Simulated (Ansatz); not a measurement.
# TiO2 (P4_2/mnm) in Ansatz: notebook

The runs below take TiO2 through band structure, single point, equation of state, with BLYP, PBE.

All numbers are computed with Ansatz 0.2.0; they aren't measurements. Logs are shortened: lines on timing, memory, paths and dates and some standing lists are left out, and cuts for length are marked.

**Measured values to compare with.**

“Shallow Valence Band of Rutile GeO2 and P-type Doping”, 2020, arxiv:2011.08928 quotes, for a bulk crystal of TiO2 at 1.6 K: band gap 3.03 eV (direct).

The results are compared with them further down.

**1. Starting point**

The structure is tetragonal, space group P4_2/mnm (No. 136). Conventional cell: a = 4.600 Å, b = 4.600 Å, c = 2.959 Å, α = 90.00°, β = 90.00°, γ = 90.00°. Ti (site symmetry mmm) has 6 O at 1.95 to 1.98 Å as nearest neighbours. O (site symmetry m2m) has 3 Ti at 1.95 to 1.98 Å as nearest neighbours.

The cell is a database's computed one.

**2. Band structure, BLYP**

The input, input.yaml:

```yaml
crystal:
  lattice:
    - [4.5998373239, 0.0, 0.0]
    - [0.0, 4.5998373239, 0.0]
    - [0.0, 0.0, 2.95921356]
  atoms:
    - { symbol: Ti, position: [0.0, 0.0, 0.5] }
    - { symbol: Ti, position: [0.5, 0.5, 0.0] }
    - { symbol: O, position: [0.30432132, 0.30432132, 0.5] }
    - { symbol: O, position: [0.19567868, 0.80432132, 0.0] }
    - { symbol: O, position: [0.80432132, 0.19567868, 0.0] }
    - { symbol: O, position: [0.69567868, 0.69567868, 0.5] }
hamiltonian:
  xc: blyp
  pseudopotentials: { kind: paw }
kpoints:
  mp_grid: { grid: [6, 6, 9] }
  band_path:
    path:
      - [[0.0, 0.0, 0.0], [0.0, 0.5, 0.0], [0.5, 0.5, 0.0], [0.0, 0.0, 0.0], [0.0, 0.0, 0.5], [0.0, 0.5, 0.5], [0.5, 0.5, 0.5], [0.0, 0.0, 0.5]]
      - [[0.0, 0.5, 0.0], [0.0, 0.5, 0.5]]
      - [[0.5, 0.5, 0.0], [0.5, 0.5, 0.5]]
    npoints: 14
scf:
  occupations: { method: fermi_dirac, width: 0.05 }
  n_extra_bands: 15
output:
  forces: true
  stress: true
  eigenvalues: true
  fatbands: false
```

Potentials or basis: Ansatz PAW.

On the command line:

```bash
> ansatz run input.yaml --threads 2 --pin off --max-ram 5120MiB --backend cpu --events-out ev --progress --plain --runs-dir out
```

Output:

```text
Warning: RAYON_NUM_THREADS=2 ignored (pool sized by the plan → 2); use --threads N
scf.n_extra_bands = 15 over 24 filled bands (N_el = 48.0): the run solves 39 bands
Engine: ansatz 0.2.0, aarch64-unknown-linux-gnu
Pseudopotentials: kind: paw
Pseudopotential: Ti, paw, valence charge 12, recommended cutoff 420 eV (normal), Ti.paw.azcp
Pseudopotential: O, paw, valence charge 6, recommended cutoff 420 eV (normal), O.paw.azcp
Functional definition: BLYP
  parameter beta = 0.0042
  parameter a = 0.04918
  parameter b = 0.132
  parameter c = 0.2533
  parameter d = 0.349
  exchange = b88_x(beta = beta)
  correlation = lyp_c(a = a, b = b, c = c, d = d)
Crystal: 6 atoms, lattice volume = 62.613 Å³
Basis set: ecut = 420 eV, 1217 PW (Γ), exchange–correlation on 64×64×40 points (8 copies of the dense FFT grid, shifted against one another)
Bands: 39, of which v1, the nominal top of the filled ones, is band 24 counted from 1 (23 counted from 0)
Symmetry: 16 space group operations
Space group: P42/mnm (ITA 136), of the structure as read, at distance tolerance 4.0e-5 Å
k-points: 50 of 324
Non-local potential: Ti, projectors of the file, l = 0: 3, l = 1: 2, l = 2: 3, l = 3: 1
Non-local potential: O, projectors of the file, l = 0: 2, l = 1: 2, l = 2: 1
PAW form: soft (Blöchl's): semilocal exchange-correlation on the pseudo side does not see the compensation charge
PAW frozen core: Ti, regenerated for the run's functional, and the local potential with it (the file was generated under x = pbe(κ = 0.804, μ = 0.2195149727645171), c = pbe(β = 0.06672455060314922))
PAW frozen core: O, regenerated for the run's functional, and the local potential with it (the file was generated under x = pbe(κ = 0.804, μ = 0.2195149727645171), c = pbe(β = 0.06672455060314922))
PAW one-centre angular grid: Ti, 590 points (default); XC on 64 Gauss nodes
PAW one-centre angular grid: O, 110 points (default); XC on 64 Gauss nodes
Initial density: superposition of atomic densities (neutral atoms: chi_scale 0, normalization atom), corrected by the library's trained network
Initial wavefunctions: pseudopotential atomic-orbital guess
Functional: x = b88, c = lyp
SCF iter   1: F=—  HF=-7298.193126 eV  |F-HF|=—  |Δ(HF+E_count)|=         —  Δρ=2.02e-2  dr2=1.72e-1  ethr=1.77e-3  ⟨swp⟩=5.8  Hψ=8214  notcnv=0  defer=76
preconditioner: auto → Resta (q_TF=auto, 2.610 Å⁻¹)  ε∞=4.7  [insulator: Δε(μ)=2.014 eV  Ē_g=13.712 eV  σ=0.050 eV  W_gap=1.00  n_scr=18 (ndim 8)  ℏωp=26.5 eV  f_vac=0.019  D(μ)=0.00/eV (n_scr^D=0)  ε∞_Penn≈4.7]
SCF iter   2: F=—  HF=-7298.162708 eV  |F-HF|=—  |Δ(HF+E_count)|=   3.04e-2  Δρ=9.96e-3  dr2=6.82e-2  ethr=3.58e-4  ⟨swp⟩=2.4  Hψ=3281  notcnv=0  defer=354
SCF iter   3: F=—  HF=-7298.151397 eV  |F-HF|=—  |Δ(HF+E_count)|=   1.13e-2  Δρ=2.72e-3  dr2=2.85e-3  ethr=1.42e-4  ⟨swp⟩=2.2  Hψ=2441  notcnv=0  defer=354
SCF iter   4: F=—  HF=-7298.150838 eV  |F-HF|=—  |Δ(HF+E_count)|=   5.59e-4  Δρ=5.60e-4  dr2=1.39e-4  ethr=5.93e-6  ⟨swp⟩=2.0  Hψ=2403  notcnv=0  defer=354
SCF iter   5: F=—  HF=-7298.150927 eV  |F-HF|=—  |Δ(HF+E_count)|=   8.89e-5  Δρ=9.10e-5  dr2=3.05e-6  ethr=2.89e-7  ⟨swp⟩=2.3  Hψ=2530  notcnv=0  defer=354
SCF iter   6: F=—  HF=-7298.151114 eV  |F-HF|=—  |Δ(HF+E_count)|=   1.87e-4  Δρ=1.63e-5  dr2=1.43e-7  ethr=6.35e-9  ⟨swp⟩=2.5  Hψ=2696  notcnv=0  defer=354
SCF iter   7: F=-7298.151114 eV  HF=-7298.151114 eV  |F-HF|=1.44e-8  |Δ(HF+E_count)|=   7.22e-8  Δρ=5.22e-6  dr2=1.89e-8  ethr=2.08e-10  ⟨swp⟩=8.9  Hψ=7810  notcnv=0
SCF 1 converged in 7 iterations: F = -7298.151114 eV  dr2 = 1.89e-8
NSCF: frozen V_eff on 129 k-points
SCF converged after 7 iterations
Free energy (F): -7298.151114 eV
Harris-Foulkes:  -7298.151114 eV  (|F-HF|=1.44e-8)
Internal energy: -7298.151114 eV  (E = F + TS)
E sigma→0 (E₀):  -7298.151114 eV
Fermi energy:    10.285896 eV
--- Per-component energies (eV) ---
  E_band       = -377.732076
  E_kinetic    = 1248.717919
  E_local      = -3098.981779  (includes V_loc(G=0)·N_el)
  E_nonlocal   = 199.714908
  E_hartree    = 1182.641970
  E_xc         = -486.964973
  E_vxc        = -615.387191  (∫ρ·V_xc dr)
  E_paw        = -2750.239156  (= ΣΔE_a)
  E_vpaw       = -477.086347  (= ΣTr[D̂ρ^β])
  E_aug_tail   = 0.010324  (compensation charges beyond the density's cutoff)
  E_ewald      = -3593.095214
  E_core_change = 0.044886  (= ΣΔE_core)
  E_smearing   = -0.000000  (= −TS)
  E_closure    = -0.000000  (closes the sum)
  Σ components = -7298.151114   (vs F -7298.151114, Δ=0.00e0)
--- Forces (eV/Å), atoms counted from 1 ---
  atom   1  Ti     0.00000000    -0.00000000     0.00000000
  atom   2  Ti     0.00000000     0.00000000     0.00000000
  atom   3  O     -0.04754794    -0.04754794     0.00000000
  atom   4  O      0.04754794    -0.04754794     0.00000000
  atom   5  O     -0.04754794     0.04754794     0.00000000
  atom   6  O      0.04754794     0.04754794     0.00000000
  max |Σ_I F_I| component: 1.39e-17 eV/Å
--- Stress (GPa, compression-positive) ---
        9.810946       0.000000       0.000000
        0.000000       9.810946       0.000000
        0.000000       0.000000      10.033166
  P = ⅓ Tr σ = 9.8850 GPa (98.850 kbar)
--- Band table (eV; the first three rows and the last of 50) ---
  k-point 0: bands = ["-47.4441", "-47.4274", "-23.8134", "-23.8134", "-23.6523", "-23.6523", "-23.6173", "-23.5833", "-8.7141", "-7.5590", "-6.8373", "-6.8373", "3.7261", "4.0975", "4.5348", "5.5933", "5.5933", "6.8717", "6.8717", "7.4207", "8.6779", "8.9270", "8.9270", "9.3791", "11.2414", "11.5359", "11.7526", "11.8550", "11.8550", "13.7207", "13.8902", "15.8846", "15.8846", "16.9022", "17.4911", "21.2936", "21.2936", "24.0850", "25.2411"]
  k-point 1: bands = ["-47.4390", "-47.4232", "-23.8000", "-23.8000", "-23.6689", "-23.6500", "-23.6500", "-23.6378", "-8.5876", "-7.4877", "-6.8974", "-6.8974", "3.9015", "4.2301", "4.6754", "5.4603", "5.4603", "7.0583", "7.1180", "7.1180", "8.1815", "8.6835", "8.6835", "9.3196", "11.5397", "11.6496", "11.6751", "12.0135", "12.0135", "13.7922", "13.9023", "15.7073", "15.7073", "16.7230", "17.8643", "21.7755", "21.7755", "24.1145", "25.1115"]
  k-point 2: bands = ["-47.4257", "-47.4128", "-23.7975", "-23.7735", "-23.7647", "-23.7647", "-23.6451", "-23.6451", "-8.2496", "-7.3207", "-7.0488", "-7.0488", "4.3653", "4.5677", "5.0877", "5.3328", "5.3328", "6.2938", "7.2094", "7.5362", "7.5362", "8.0860", "8.0860", "9.0424", "11.5817", "11.8562", "12.0640", "12.3792", "12.3792", "13.5098", "14.2977", "15.4166", "15.4166", "16.2070", "18.8358", "22.8992", "22.8992", "24.2186", "24.5892"]
  k-point 49: bands = ["-47.3968", "-47.3968", "-24.0253", "-24.0253", "-23.6863", "-23.6863", "-23.6507", "-23.6507", "-7.4229", "-7.4229", "-7.1882", "-7.1882", "4.7399", "4.7399", "4.9039", "4.9039", "5.8870", "5.8870", "6.7181", "6.7181", "8.0678", "8.0678", "8.6799", "8.6799", "12.0022", "12.0022", "12.5365", "12.5365", "12.5495", "12.5495", "15.2497", "15.2497", "15.2789", "15.2789", "21.2923", "21.2923", "23.8240", "23.8240", "24.3463"]
```

Run time: 6.8 s. Hardware: 2 threads of Arm Neoverse V1, shared host; peak memory 0.4 GiB.

Results:

| Property | Result |
| --- | --- |
| Free energy | -7298.1511 eV |
| Pressure | 9.9 GPa |
| Largest force | 0.067 eV/Å |
| Band gap on the k mesh | 1.86 eV, direct |
| Band gap along the path | 1.86 eV, direct |

Forces on the atoms (eV/Å):
```
Ti   0.000  0.000  0.000
Ti   0.000  0.000  0.000
O   -0.048 -0.048  0.000
O    0.048 -0.048  0.000
O   -0.048  0.048  0.000
O    0.048  0.048  0.000
```

Stress tensor (GPa, compression positive):
```
 9.81  0.00  0.00
 0.00  9.81  0.00
 0.00  0.00 10.03
```

Levels at the corners of the path, in eV from the valence-band top:
```
point  band 20  band 21  band 22  band 23  band 24  band 25  band 26  band 27  band 28  band 29
    Γ    -1.96    -0.70    -0.45    -0.45     0.00     1.86     2.16     2.37     2.48     2.48
    X    -3.02    -1.63    -1.63    -0.72    -0.72     2.52     2.52     2.99     2.99     3.52
    M    -2.16    -1.29    -1.29    -1.06    -1.06     1.90     1.90     2.50     2.50     3.78
    Γ    -1.96    -0.70    -0.45    -0.45     0.00     1.86     2.16     2.37     2.48     2.48
    Z    -2.75    -2.32    -2.32    -1.41    -1.41     2.94     2.94     3.15     3.15     3.63
    R    -2.33    -2.01    -2.01    -1.02    -1.02     1.91     1.91     3.17     3.17     3.86
    A    -2.72    -1.28    -1.28    -0.67    -0.67     2.58     2.58     3.19     3.19     3.19
    Z    -2.75    -2.32    -2.32    -1.41    -1.41     2.94     2.94     3.15     3.15     3.63
    X    -3.02    -1.63    -1.63    -0.72    -0.72     2.52     2.52     2.99     2.99     3.52
    R    -2.33    -2.01    -2.01    -1.02    -1.02     1.91     1.91     3.17     3.17     3.86
    M    -2.16    -1.29    -1.29    -1.06    -1.06     1.90     1.90     2.50     2.50     3.78
    A    -2.72    -1.28    -1.28    -0.67    -0.67     2.58     2.58     3.19     3.19     3.19
```

Caveat: the pressure holds a Pulay correction of +0.9 GPa for the finite cutoff; the PAW data sets come from PBE, with cores solved anew for the run's functional, which leaves a small shift of forces and pressure.

(Continued in part 2 of 2.)
